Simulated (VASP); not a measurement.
# Co in VASP: work function with PBE

Aim: the work function of Co with PBE.

Program: VASP 6.6.1. These are calculated values, not measurements. Logs are shortened: lines on timing, memory, paths and dates and some standing lists are left out, and cuts for length are marked.

## (1) The cell of the first run

The cell holds a slab with vacuum, 7 atoms: a = 2.540 Å, b = 2.540 Å, c = 25.774 Å, α = 90.00°, β = 90.00°, γ = 90.00°.

The slab is cut from a database's or a generator's crystal, which needn't be the stable form of the element.

## (2) Work function, PBE, collinear spin, ferromagnetic start (the (1 0 0) slab of Co, cut from the database cell, not relaxed)

Input file INCAR:

```
SYSTEM = Co
PREC     = Accurate       ! precision mode
ENCUT    = 520            ! plane-wave cutoff, eV
EDIFF    = 1E-6           ! SCF threshold, eV
ISMEAR   = 0              ! smearing method
SIGMA    = 0.05           ! smearing width, eV
LREAL    = .False.        ! projectors in reciprocal space
LASPH    = .True.         ! aspherical terms in the spheres
NELM     = 120            ! most SCF steps
ALGO     = Normal         ! electronic algorithm
ISIF     = 2              ! what is computed and relaxed
LWAVE    = .False.        ! write WAVECAR
LCHARG   = .True.         ! write CHGCAR
ISPIN    = 2              ! spin polarisation
MAGMOM   = 2 2 2 2 2 2 2  ! initial moments
LORBIT   = 11             ! projections on sites
LMAXMIX  = 4              ! l up to which the mixer works
LDIPOL   = .True.       
IDIPOL   = 3            
DIPOL    = 0.5 0.5 0.500
GGA      = PE             ! functional
LELF     = .True.         ! ELF
LVHAR    = .True.       
LVACPOTAV= .True.
```

Input file KPOINTS:

```
regular mesh
0
Gamma
  10 10 1
  0 0 0
```

Input file POSCAR:

```
Co
1.0
    2.5395032940      0.0000000000      0.0000000000
    0.0000000000      2.5395032940      0.0000000000
    0.0000000000      0.0000000000     25.7742000000
Co
7
Direct
    0.5000000000      0.5000000000      0.2909886631
    0.0000000000      0.0000000000      0.3606591087
    0.5000000000      0.5000000000      0.4303295544
    0.0000000000      0.0000000000      0.5000000000
    0.5000000000      0.5000000000      0.5696704456
    0.0000000000      0.0000000000      0.6393408913
    0.5000000000      0.5000000000      0.7090113369
```

Potentials or basis: VASP PAW PBE potentials, release 64 (Co).

Launch:

```
$ cat potpaw_PBE.64/Co/POTCAR > POTCAR
$ mpirun -np 1 vasp_std > vasp.out
```

OUTCAR:

```text
SYSTEM = Co
   PREC = Accurate
   ENCUT = 520
   EDIFF = 1E-6
   ISMEAR = 0
   LREAL = .False.
   LASPH = .True.
   NELM = 120
   ISIF = 2
   ISPIN = 2
   LORBIT = 11
   GGA = PE

 ion  position               nearest neighbor table
   1  0.500  0.500  0.291-   2 2.54   2 2.54   2 2.54   2 2.54
   2  0.000  0.000  0.361-   1 2.54   1 2.54   1 2.54   1 2.54   3 2.54   3 2.54   3 2.54   3 2.54

   3  0.500  0.500  0.430-   4 2.54   4 2.54   4 2.54   4 2.54   2 2.54   2 2.54   2 2.54   2 2.54

   4  0.000  0.000  0.500-   3 2.54   5 2.54   3 2.54   5 2.54   3 2.54   5 2.54   3 2.54   5 2.54

   5  0.500  0.500  0.570-   4 2.54   4 2.54   4 2.54   4 2.54   6 2.54   6 2.54   6 2.54   6 2.54

   6  0.000  0.000  0.639-   7 2.54   7 2.54   7 2.54   7 2.54   5 2.54   5 2.54   5 2.54   5 2.54

   7  0.500  0.500  0.709-   6 2.54   6 2.54   6 2.54   6 2.54

  LATTYP: Found a simple tetragonal cell.
 ALAT       =     2.5395032940
 C/A-ratio  =    10.1493075677

  Lattice vectors:

 A1 = (   2.5395032940,   0.0000000000,   0.0000000000)
 A2 = (   0.0000000000,   2.5395032940,   0.0000000000)
 A3 = (   0.0000000000,   0.0000000000,  25.7742000000)

Analysis of symmetry for initial positions (statically):
=====================================================================
 Subroutine PRICEL returns:
 Original cell was already a primitive cell.

 Routine SETGRP: Setting up the symmetry group for a
 simple tetragonal supercell.

 Subroutine GETGRP returns: Found 16 space group operations
 (whereof 16 operations were pure point group operations)
 out of a pool of 16 trial point group operations.

The static configuration has the point symmetry D_4h.

Analysis of symmetry for dynamics (positions and initial velocities):
=====================================================================
 Subroutine PRICEL returns:
 Original cell was already a primitive cell.

 Routine SETGRP: Setting up the symmetry group for a
 simple tetragonal supercell.

 Subroutine GETGRP returns: Found 16 space group operations
 (whereof 16 operations were pure point group operations)
 out of a pool of 16 trial point group operations.

The dynamic configuration has the point symmetry D_4h.

Analysis of structural, dynamic, and magnetic symmetry:
=====================================================================
 Subroutine PRICEL returns:
 Original cell was already a primitive cell.

 Routine SETGRP: Setting up the symmetry group for a
 simple tetragonal supercell.

 Subroutine GETGRP returns: Found 16 space group operations
 (whereof 16 operations were pure point group operations)
 out of a pool of 16 trial point group operations.

The overall configuration has the point symmetry D_4h.

 Subroutine INISYM returns: Found 16 space group operations
 (whereof 16 operations are pure point group operations),
 and found     1 'primitive' translations

----------------------------------------------------------------------------------------

                                     Primitive cell

  volume of cell :     166.2198

  direct lattice vectors                    reciprocal lattice vectors
     2.539503294  0.000000000  0.000000000     0.393777792  0.000000000  0.000000000
     0.000000000  2.539503294  0.000000000     0.000000000  0.393777792  0.000000000
     0.000000000  0.000000000 25.774200000     0.000000000  0.000000000  0.038798488

  length of vectors
     2.539503294  2.539503294 25.774200000     0.393777792  0.393777792  0.038798488

  position of ions in fractional coordinates (direct lattice)
     0.500000000  0.500000000  0.290988663
     0.000000000  0.000000000  0.360659109
     0.500000000  0.500000000  0.430329554
     0.000000000  0.000000000  0.500000000
     0.500000000  0.500000000  0.569670446
     0.000000000  0.000000000  0.639340891
     0.500000000  0.500000000  0.709011337

  ion indices of the primitive-cell ions
   primitive index   ion index
                 1           1
                 2           2
[... 56 lines left out ...]
   number of dos      NEDOS =    301   number of ions     NIONS =      7
   total plane-waves  NPLWV =  76800
   dimension x,y,z NGX =    20 NGY =   20 NGZ =  192
   dimension x,y,z NGXF=    40 NGYF=   40 NGZF=  384
   ions per type =               7
   NGX,Y,Z   is equivalent  to a cutoff of  13.09, 13.09, 12.38 a.u.
   NGXF,Y,Z  is equivalent  to a cutoff of  26.19, 26.19, 24.77 a.u.
 SYSTEM =  Co
   PREC   = accura    normal or accurate (medium, high low for compatibility)
   ISTART =      0    job   : 0-new  1-cont  2-samecut
   ICHARG =      2    charge: 1-file 2-atom 10-const
   ISPIN  =      2    spin polarized calculation?
   LNONCOLLINEAR =      F non collinear calculations
   LSORBIT =      F    spin-orbit coupling
   LASPH  =      T    aspherical Exc in radial PAW
   ENCUT  =  520.0 eV  38.22 Ry    6.18 a.u.   4.72  4.72 47.92*2*pi/ulx,y,z
   NELM   =    120;   NELMIN=  2; NELMDL= -5     # of ELM steps
   EDIFF  = 0.1E-05   stopping-criterion for ELM
   LREAL  =      F    real-space projection
   EDIFFG = 0.1E-04   stopping-criterion for IOM
   NSW    =      0    number of steps for IOM
   IBRION =     -1    ionic relax: 0-MD 1-quasi-New 2-CG
   NFREE  =      0    steps in history (QN), initial steepest desc. (CG)
   ISIF   =      2    stress and relaxation
   ISYM   =      2    0-nonsym 1-usesym 2-fastsym
   POTIM  = 0.5000    time-step for ionic-motion
   TEBEG  =    0.0;   TEEND  =   0.0 temperature during run
   PSTRESS=    0.0 pullay stress
   NELECT =      63.0000    total number of electrons
   NUPDOWN=      -1.0000    fix difference up-down
   EMIN   =  10.00;   EMAX   =-10.00  energy-range for DOS
   EFERMI =   0.00;   METHOD = LEGACY
   ISMEAR =     0;   SIGMA  =   0.05  broadening in eV -4-tet -1-fermi 0-gaus
   EFERMI_NEDOS =   21; number of points for ismear=-14 and -15
   IALGO  =     38    algorithm
   IMIX   =      4    mixing-type and parameters
     AMIX     =   0.40;   BMIX     =  1.00
     AMIX_MAG =   1.60;   BMIX_MAG =  1.00
  volume/ion in A,a.u.               =      23.75       160.24
  Fermi-wavevector in a.u.,A,eV,Ry     =   1.184752  2.238857 19.097643  1.403637
  Thomas-Fermi vector in A             =   2.320960
   LORBIT       =     11    0 simple, 1 ext, 2 COOP (PROOUT), +10 PAW based schemes
   GGA     = PE    functional components
   LHFCALC =     F    Hartree Fock is set to
   AEXX    =    0.0000 exact exchange contribution
   IVDW    =     0    specifies the selected vdW correction
   LEPSILON=     F    determine dielectric tensor
   LRPA    =     F    only Hartree local field effects (RPA)
 spin polarized calculation
 Gauss-broadening in eV      SIGMA  =   0.05
  energy-cutoff  :      520.00
  volume of cell :      166.22
 maximum number of plane-waves:      4523
 NGX is ok and might be reduce to    20

 number of electron      63.0000022 magnetization      12.3677740

 dipolmoment           0.000000      0.000000      0.000000 electrons x Angstroem

 Free energy of the ion-electron system (eV)
  ---------------------------------------------------
  ext. energy  EPLUGINS =         0.00000000
  ---------------------------------------------------
  free energy    TOTEN  =       -46.93721909 eV

  energy without entropy =      -46.92523511  energy(sigma->0) =      -46.93122710

 E-fermi :   2.3732     XC(G=0):  -7.1370

 val. band max:        2.3695123555   @ k =   0.3000   0.3000   0.0000
 cond. band min:       2.3804791383   @ k =   0.2000   0.2000   0.0000
 fundamental gap:      0.0109667828
 Fermi energy:         2.3731671771

 spin component 1

 k-point     1 :       0.0000    0.0000    0.0000
  band No.  band energies     occupation
      1      -6.0764      1.00000
      2      -5.4565      1.00000
      3      -4.4800      1.00000
      4      -3.3860      1.00000
      5      -2.6647      1.00000
      6      -2.5758      1.00000
[... 955 lines left out ...]
     42       9.5168      0.00000
     43       9.5168      0.00000
 Fermi energy:         2.3731671771

 spin component 2

 k-point     1 :       0.0000    0.0000    0.0000
  band No.  band energies     occupation
      1      -6.0582      1.00000
      2      -5.4249      1.00000
      3      -4.4171      1.00000
      4      -3.1925      1.00000
      5      -2.0499      1.00000
      6      -1.4392      1.00000
[... 955 lines left out ...]
     42       9.9515      0.00000
     43       9.9515      0.00000
 [bands above 43 left out]

------------------------ aborting loop because EDIFF is reached ----------------------------------------

  FORCE on cell =-STRESS in cart. coord.  units (eV):
  Direction    XX          YY          ZZ          XY          YZ          ZX
  --------------------------------------------------------------------------------------
  -------------------------------------------------------------------------------------
  Total       -7.0697196     -7.0697196     -6.0326965      0.0000000      0.0000000     -0.0000000
  in kB      -68.1443758    -68.1443758    -58.1486053      0.0000000      0.0000000     -0.0000000
  external PRESSURE =     -64.8124523 kB  Pullay stress =       0.0000000 kB

 VOLUME and BASIS-vectors are now :
 -----------------------------------------------------------------------------
  energy-cutoff  :      520.00
  volume of cell :      166.22
      direct lattice vectors                 reciprocal lattice vectors
     2.539503294  0.000000000  0.000000000     0.393777792  0.000000000  0.000000000
     0.000000000  2.539503294  0.000000000     0.000000000  0.393777792  0.000000000
     0.000000000  0.000000000 25.774200000     0.000000000  0.000000000  0.038798488

 POSITION                                       TOTAL-FORCE (eV/Angst)
 -----------------------------------------------------------------------------------
      1.26975      1.26975      7.50000        -0.000000      0.000000      0.771989
      0.00000      0.00000      9.29570         0.000000     -0.000000     -0.343982
      1.26975      1.26975     11.09140        -0.000000      0.000000      0.054059
      0.00000      0.00000     12.88710         0.000000      0.000000      0.000000
      1.26975      1.26975     14.68280         0.000000      0.000000     -0.054059
      0.00000      0.00000     16.47850         0.000000     -0.000000      0.343982
      1.26975      1.26975     18.27420         0.000000      0.000000     -0.771989
 -----------------------------------------------------------------------------------
    total drift:                               -0.000000      0.000000      0.000000

  FREE ENERGIE OF THE ION-ELECTRON SYSTEM (eV)
  ---------------------------------------------------
  free  energy   TOTEN  =       -46.9372190895 eV

  energy  without entropy=      -46.9252351056  energy(sigma->0) =      -46.93122710

 vacuum level on the upper side and lower side of the slab         6.945         6.945

 total charge

# of ion       s       p       d       tot
------------------------------------------
    1        0.445   0.327   7.194   7.966
    2        0.463   0.468   7.217   8.149
    3        0.465   0.473   7.214   8.152
    4        0.466   0.470   7.216   8.152
    5        0.465   0.473   7.214   8.152
    6        0.463   0.468   7.217   8.149
    7        0.445   0.327   7.194   7.966
--------------------------------------------------
tot          3.212   3.007  50.466  56.685

 magnetization (x)

# of ion       s       p       d       tot
------------------------------------------
    1        0.003  -0.025   1.931   1.909
    2       -0.010  -0.046   1.799   1.743
    3       -0.010  -0.045   1.799   1.743
    4       -0.010  -0.047   1.786   1.729
    5       -0.010  -0.045   1.799   1.743
    6       -0.010  -0.046   1.799   1.743
    7        0.003  -0.025   1.931   1.909
--------------------------------------------------
tot         -0.045  -0.279  12.844  12.520
```

Run time: 14 min. Hardware: 1 thread of Intel Xeon Platinum 8559C (Emerald Rapids), shared host; peak memory 0.41 GiB.

What came out:

| Property | Result |
| --- | --- |
| Free energy | -46.9372 eV |
| Largest force | 0.772 eV/Å |
| Band gap on the k mesh | none (metal or under the smearing width) |
| Net moment | 12.37 μB per cell |
| Site moments | Co +1.91, +1.74, +1.73 μB |
| Valence electrons inside the program's atomic spheres | Co 7.97, 8.15 |
| Work function of the upper face | 4.57 eV |
| Work function of the lower face | 4.57 eV |

Forces on the atoms (eV/Å):
```
Co   0.000  0.000  0.772
Co   0.000  0.000 -0.344
Co   0.000  0.000  0.054
Co   0.000  0.000  0.000
Co   0.000  0.000 -0.054
Co   0.000  0.000  0.344
Co   0.000  0.000 -0.772
```
